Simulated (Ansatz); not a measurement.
# AgBr: computed properties

All numbers below come from DFT PBE, scalar-relativistic, plane waves, PAW (Ansatz 0.2.0).

Plane waves to 420 eV, a k mesh through Γ of 8×8×8 on the computed 2-atom cell and Gaussian smearing (0.02 eV); no spin polarisation.

The structure is relaxed at this level of theory with its symmetry kept.

```cif
data_structure
_symmetry_space_group_name_H-M 'Fm-3m'
_symmetry_Int_Tables_number 225
_cell_length_a 5.8433
_cell_length_b 5.8433
_cell_length_c 5.8433
_cell_angle_alpha 90.000
_cell_angle_beta 90.000
_cell_angle_gamma 90.000
_cell_volume 199.52
loop_
_atom_site_label
_atom_site_type_symbol
_atom_site_symmetry_multiplicity
_atom_site_Wyckoff_symbol
_atom_site_fract_x
_atom_site_fract_y
_atom_site_fract_z
_atom_site_occupancy
Ag1 Ag 4 a 0.00000 0.00000 0.00000 1
Br1 Br 4 b 0.50000 0.00000 0.00000 1
```

Formation energy from the elements' standard states (Br, Hg as crystals; uncorrected)?

-0.317 eV/atom.

Kohn–Sham band gap?

0.69 eV, indirect from L to Γ.

Löwdin character of the top 1 eV of the valence band?

Br 4p 55 %, Ag 4d 42 %.

Löwdin character of the lowest 1 eV of the conduction band?

Ag 5s 65 %, Br 4s 20 %, Br 4p 15 %.

Electron masses at the edge by Cartesian direction of the standard setting (m_e; degenerate bands sorted by energy; no spin-orbit coupling)?

x: 0.19; y: 0.19; z: 0.19.

Hole masses at the edge by Cartesian direction of the standard setting (m_e; degenerate bands sorted by energy; no spin-orbit coupling)?

x: 4.9, 0.31; y: 4.9, 0.31; z: 4.9, 0.31.

Bulk modulus?

39 GPa.

Its pressure derivative?

5.4.

Electronic dielectric constant xx, yy, zz of the standard setting (independent particles)?

6.2, 6.2, 6.2.

Bader charges (e)?

Ag (1 in the cell) 0.48, Br (1 in the cell) -0.48.